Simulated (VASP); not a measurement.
Write the native input for VASP 6.6.1 that does the following.

```yaml
Task: single point
Functional: revPBE
Potentials_or_basis: VASP PAW PBE potentials, release 64 (Li_sv)
Cutoff: 520 eV
k_mesh: 10 × 10 × 10
Occupations: methfessel-paxton, width 0.1 eV
Spin: no spin polarisation
Dipole_correction: no
Further_INCAR_settings: ALGO = Normal; EDIFF = 1e-06; NBANDS = 12
```

The structure of Li lies in POSCAR:

```
Li
1.0
    1.5505000000      0.8951800000      7.5883000000
   -1.5505000000      0.8951800000      7.5883000000
    0.0000000000     -1.7903600000      7.5883000000
Li
3
Direct
    0.0000000000      0.0000000000      0.0000000000
    0.2220000000      0.2220000000      0.2220000000
    0.7780000000      0.7780000000      0.7780000000
```

This isn't the form of Li at room conditions, which is bcc.

One way to write it, as run:

INCAR

```
SYSTEM = Li
PREC = Accurate
ENCUT = 520
EDIFF = 1E-6
ISMEAR = 1
SIGMA = 0.1
LREAL = .FALSE.
LASPH = .TRUE.
NELM = 100
ALGO = Normal
ISIF = 2
LWAVE = .FALSE.
LCHARG = .FALSE.
GGA = RE
NBANDS = 12
```

KPOINTS

```
Automatic mesh
0
G
  10 10 10
  0 0 0
```

Potentials or basis: VASP PAW PBE potentials, release 64 (Li_sv).

Command:

```sh
$ cat potpaw_PBE.64/Li_sv/POTCAR > POTCAR
$ mpirun -np 1 vasp_std > vasp.out
```

Results of the run:

The largest force is 0.009 eV/Å. The band gap on the k mesh is none (metal or under the smearing width).

Caveat: the PAW data sets were made with another functional, which shifts forces and pressure a little.

Run time: 7.2 min on 1 thread of Intel(R) Xeon(R) Platinum 8375C CPU @ 2.90GHz (Ice Lake), with other jobs on the host, peak memory 0.46 GiB.
